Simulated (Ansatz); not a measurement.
Electric field gradients in MgB₂

All numbers below come from DFT PBEsol, scalar-relativistic, plane waves, PAW (Ansatz). Cutoff 420 eV, 15×15×12 k-points (Γ-centred), Fermi-Dirac smearing of 0.15 eV. No spin polarisation.

Relaxed structure:
```yaml
crystal:
  lattice:
    - [3.06422, 0.00000, 0.00000]
    - [-1.53211, 2.65369, 0.00000]
    - [0.00000, 0.00000, 3.49849]
  atoms:
    - { symbol: Mg, position: [0.00000, 0.00000, 0.00000] }
    - { symbol: B, position: [0.33333, 0.66667, 0.50000] }
    - { symbol: B, position: [0.66667, 0.33333, 0.50000] }
```

In a metal these results depend on the k mesh and the smearing.

Question: Give V_zz (10²¹ V/m²) and the asymmetry η at each distinct site.

Answer:
```
       atom V_zz     η
Mg (atom 1)  -0.262  0.00
 B (atom 2)    1.68  0.00
```

Cost: 1 run of about 0.043 core-minutes, on Arm Neoverse V2 (shared hosts).